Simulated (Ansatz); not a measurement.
# Al$_{7}$As$_{8}$: nudged elastic band, vacancy jump

Level of theory: Ansatz, DFT PBE, scalar-relativistic, plane waves, PAW. The runs took a 420 eV cutoff, a Γ-centred 4×4×4 mesh and Gaussian smearing (0.05 eV). No spin polarisation.

3 inner image(s), climbing off, force tolerance 0.05 eV/Å, at most 60 iterations, fixed cell. The cell carries a charge of -3 e on a uniform background, with no finite-size correction, so the barrier is rough in so small a cell.

Command:
```bash
ansatz run input.yaml --threads 4 --pin off --max-ram 9216MiB --backend cpu --events-out ev --progress --plain --runs-dir out
```

Input:
```yaml
crystal:
  lattice:
    - [-5.7276133411, 0.0, 5.7276133411]
    - [-5.7276133411, -5.7276133411, 0.0]
    - [0.0, -5.7276133411, 5.7276133411]
  atoms:
    - { symbol: Al, position: [-0.015052575, 0.015052575, 0.484947425] }
    - { symbol: Al, position: [-0.015052575, 0.484947425, 0.015052575] }
    - { symbol: Al, position: [-0.015052575, 0.015052575, 0.015052575] }
    - { symbol: Al, position: [0.515052575, 0.484947425, 0.484947425] }
    - { symbol: Al, position: [0.515052575, 0.015052575, 0.484947425] }
    - { symbol: Al, position: [0.515052575, 0.484947425, 0.015052575] }
    - { symbol: Al, position: [0.5, 0.0, 0.0] }
    - { symbol: As, position: [0.3440766733, 0.3853077756, 0.3853077756] }
    - { symbol: As, position: [0.3736782896, 0.8736782896, 0.3789651313] }
    - { symbol: As, position: [0.3736782896, 0.3789651313, 0.8736782896] }
    - { symbol: As, position: [0.3736782896, 0.8736782896, 0.8736782896] }
    - { symbol: As, position: [0.8853077756, 0.3853077756, 0.3853077756] }
    - { symbol: As, position: [0.8853077756, 0.8440766733, 0.3853077756] }
    - { symbol: As, position: [0.8853077756, 0.3853077756, 0.8440766733] }
    - { symbol: As, position: [0.8789651313, 0.8736782896, 0.8736782896] }
total_charge: -3
basis:
  ecutwfc: 420
kpoints:
  mp_grid: { grid: [4, 4, 4] }
hamiltonian:
  xc: pbe
scf:
  occupations: { method: gaussian, width: 0.05 }
output:
  forces: true
neb:
  images: 3
  f_tol: 0.05
  max_iterations: 60
  order_check: false
  final_atoms:
    - { symbol: Al, position: [-0.0150525691, -0.4849474309, 0.4849474309] }
    - { symbol: Al, position: [-0.0150525691, 0.5150525691, 0.0150525691] }
    - { symbol: Al, position: [-0.0150525691, -0.0150525691, 0.0150525691] }
    - { symbol: Al, position: [0.5150525691, 0.5150525691, 0.4849474309] }
    - { symbol: Al, position: [0.5150525691, -0.0150525691, 0.4849474309] }
    - { symbol: Al, position: [0.5, 0.5, 0.0] }
    - { symbol: Al, position: [0.5150525691, -0.0150525691, 0.0150525691] }
    - { symbol: As, position: [0.3736782813, 0.3736782813, 0.3789651561] }
    - { symbol: As, position: [0.3440766656, 0.8853077781, 0.3853077781] }
    - { symbol: As, position: [0.3736782813, 0.3736782813, 0.8736782813] }
    - { symbol: As, position: [0.3736782813, 0.8789651561, 0.8736782813] }
    - { symbol: As, position: [0.8853077781, 0.3440766656, 0.3853077781] }
    - { symbol: As, position: [0.8853077781, 0.8853077781, 0.3853077781] }
    - { symbol: As, position: [0.8789651561, 0.3736782813, 0.8736782813] }
    - { symbol: As, position: [0.8853077781, 0.8853077781, 0.8440766656] }
  climbing: false
```

Output (its end):
```
...
    - [0.0, -5.7276133411, 5.7276133411]
  atoms:
    - { symbol: Al, position: [0.04913496748335383, -0.29913533082531396, 0.549134864710457] }
    - { symbol: Al, position: [-0.0172532976454204, 0.48150863510903197, 0.05423716337954697] }
    - { symbol: Al, position: [-0.019229587176506576, 0.02474242159598942, -0.030254822580408295] }
    - { symbol: Al, position: [0.5542372042045901, 0.4815085971818973, 0.4827467353635032] }
    - { symbol: Al, position: [0.46974514011146984, 0.0247423850812995, 0.48077051272882876] }
    - { symbol: Al, position: [0.5026886645338515, 0.5034968667287925, 0.0026886339659498715] }
    - { symbol: Al, position: [0.5026887537602663, -0.008873368279049998, 0.002688725048255791] }
    - { symbol: As, position: [0.3545293868298952, 0.40892528419818686, 0.3807715903090986] }
    - { symbol: As, position: [0.35452867452093456, 0.8557746382903297, 0.3807716121230324] }
    - { symbol: As, position: [0.3764212268997522, 0.37357920716869386, 0.8764212507310372] }
    - { symbol: As, position: [0.36269790454389017, 0.8873024954660738, 0.8626979709836814] }
    - { symbol: As, position: [0.9123194524470435, 0.3376803325702853, 0.41231940264645917] }
    - { symbol: As, position: [0.8359482965541499, 0.9140478788058845, 0.33594836579843046] }
    - { symbol: As, position: [0.8807715965274475, 0.40892528751489776, 0.8545293519137246] }
    - { symbol: As, position: [0.880771616455283, 0.8557746694430023, 0.8545286429284042] }
```

Self-consistency was reached.

Final band:

| image | s (Å) | ΔE (eV) |
| --- | --- | --- |
| 0 | 0.000 | 0.000 |
| 1 | 1.308 | 1.082 |
| 2 | 2.617 | 1.853 |
| 3 | 3.925 | 1.082 |
| 4 | 5.234 | 0.000 |

Highest image over the start 1.853 eV, over the end 1.853 eV. The order of the saddle wasn't checked, and a path that keeps a symmetry can read too high. Without a climbing image the barrier can read too low.

By iteration:

```
iteration largest band force component (eV/Å) highest image (eV)
        1                              174.254              49.218
        2                               69.147              20.742
        3                               39.703              11.898
        4                               18.628               5.873
        5                                9.304               3.497
        6                                3.890               2.379
        7                                1.432               2.002
        8                                0.615               1.897
        9                                0.215               1.864
       10                                0.117               1.854
       11                                0.017               1.853
```

Images of the last band (Å, true forces in eV/Å):

```xyz
15
Lattice="-5.728 0.000 5.728 -5.728 -5.728 0.000 0.000 -5.728 5.728" Properties=species:S:1:pos:R:3:forces:R:3 pbc="T T T" image=0 dE_eV=0.0000
Al    0.000   -2.864    2.691    0.000    0.000   -0.001
Al   -2.691   -2.864    0.000    0.001    0.000    0.000
Al    0.000   -0.172    0.000    0.000   -0.001    0.000
Al   -5.728   -5.555    5.728    0.000    0.001    0.000
Al   -3.036   -2.864    5.728   -0.001    0.000    0.000
Al   -5.728   -2.864    3.036    0.000    0.000    0.001
Al   -2.864    0.000    2.864    0.000    0.000    0.000
As   -4.178   -4.414    4.178   -0.001    0.001    0.001
As   -7.144   -7.175    4.311    0.002   -0.002    0.002
As   -4.311   -7.175    7.144   -0.002   -0.002   -0.002
As   -7.144  -10.008    7.144    0.002    0.002   -0.002
As   -7.278   -4.414    7.278    0.001    0.001   -0.001
As   -9.905   -7.041    7.278   -0.001   -0.001   -0.001
As   -7.278   -7.041    9.905    0.001   -0.001    0.001
As  -10.038  -10.008   10.038   -0.002    0.002    0.002
15
Lattice="-5.728 0.000 5.728 -5.728 -5.728 0.000 0.000 -5.728 5.728" Properties=species:S:1:pos:R:3:forces:R:3 pbc="T T T" image=1 dE_eV=1.0824
Al    0.630   -2.233    2.993   -1.055   -1.055   -0.606
Al   -2.620   -2.983    0.208    0.117    0.191   -0.009
Al   -0.097   -0.104   -0.235   -0.022   -0.123    0.064
Al   -5.846   -5.484    5.935    0.191    0.117   -0.009
Al   -2.968   -2.961    5.492   -0.123   -0.022    0.064
Al   -5.790   -2.927    2.983    0.027    0.027    0.123
Al   -2.857    0.007    2.841    0.029    0.029   -0.076
As   -4.341   -4.548    4.174    0.113    0.034   -0.051
As   -7.047   -7.068    4.320   -0.099    0.085    0.152
As   -4.336   -7.200    7.195    0.010    0.010    0.024
As   -7.179  -10.043    7.032    0.038    0.038    0.026
As   -7.034   -4.170    7.613    0.245    0.245    0.040
As   -9.778   -6.914    6.823    0.409    0.409    0.157
As   -7.412   -7.204    9.902    0.034    0.113   -0.051
As   -9.932   -9.911   10.047    0.085   -0.099    0.152
15
Lattice="-5.728 0.000 5.728 -5.728 -5.728 0.000 0.000 -5.728 5.728" Properties=species:S:1:pos:R:3:forces:R:3 pbc="T T T" image=2 dE_eV=1.8528
Al    1.432   -1.432    3.427    0.000    0.000   -0.017
Al   -2.659   -3.069    0.212   -0.005    0.005    0.006
Al   -0.032    0.032   -0.283   -0.001    0.001   -0.001
Al   -5.932   -5.523    5.939    0.005   -0.005    0.006
Al   -2.832   -2.895    5.444    0.001   -0.001   -0.001
Al   -5.763   -2.899    2.895   -0.008   -0.008   -0.003
Al   -2.828    0.035    2.895    0.008    0.008   -0.003
As   -4.373   -4.523    4.212    0.007    0.004   -0.002
As   -6.932   -7.082    4.212   -0.004   -0.007   -0.002
As   -4.296   -7.160    7.176    0.000    0.000   -0.004
As   -7.160  -10.023    7.019    0.000    0.000    0.002
As   -7.160   -4.296    7.587    0.000    0.000    0.009
As  -10.023   -7.159    6.712    0.000    0.000    0.017
As   -7.387   -7.237    9.939    0.004    0.007   -0.002
As   -9.946   -9.796    9.939   -0.007   -0.004   -0.002
15
Lattice="-5.728 0.000 5.728 -5.728 -5.728 0.000 0.000 -5.728 5.728" Properties=species:S:1:pos:R:3:forces:R:3 pbc="T T T" image=3 dE_eV=1.0825
Al    2.233   -0.630    2.993    1.055    1.055   -0.606
Al   -2.745   -3.107    0.208   -0.191   -0.117   -0.009
Al    0.104    0.097   -0.235    0.123    0.022    0.064
Al   -5.971   -5.609    5.935   -0.117   -0.191   -0.009
Al   -2.767   -2.760    5.492    0.022    0.123    0.064
Al   -5.735   -2.871    2.841   -0.029   -0.029   -0.076
Al   -2.801    0.063    2.983   -0.027   -0.027    0.123
As   -4.387   -4.408    4.320   -0.085    0.099    0.152
As   -6.907   -7.115    4.174   -0.034   -0.113   -0.051
As   -4.255   -7.119    7.195   -0.010   -0.010    0.024
As   -7.140  -10.004    7.032   -0.038   -0.038    0.026
As   -7.285   -4.421    7.613   -0.245   -0.245    0.040
As  -10.268   -7.405    6.823   -0.409   -0.409    0.157
As   -7.272   -7.251   10.047    0.099   -0.085    0.152
As   -9.978   -9.771    9.902   -0.113   -0.034   -0.051
15
Lattice="-5.728 0.000 5.728 -5.728 -5.728 0.000 0.000 -5.728 5.728" Properties=species:S:1:pos:R:3:forces:R:3 pbc="T T T" image=4 dE_eV=0.0000
Al    2.864    0.000    2.691    0.000    0.000   -0.001
Al   -2.864   -3.036    0.000    0.000   -0.001    0.000
Al    0.172    0.000    0.000    0.001    0.000    0.000
Al   -5.900   -5.728    5.728   -0.001    0.000    0.000
Al   -2.864   -2.691    5.728    0.000    0.001    0.000
Al   -5.728   -2.864    2.864    0.000    0.000    0.000
Al   -2.864    0.000    3.036    0.000    0.000    0.001
As   -4.281   -4.311    4.311    0.002   -0.002    0.002
As   -7.041   -7.278    4.178   -0.001    0.001    0.001
As   -4.281   -7.144    7.144    0.002    0.002   -0.002
As   -7.175  -10.038    7.144   -0.002   -0.002   -0.002
As   -7.041   -4.178    7.278   -0.001   -0.001   -0.001
As  -10.141   -7.278    7.278    0.001    0.001   -0.001
As   -7.175   -7.144   10.038   -0.002    0.002    0.002
As  -10.141   -9.905    9.905    0.001   -0.001    0.001
```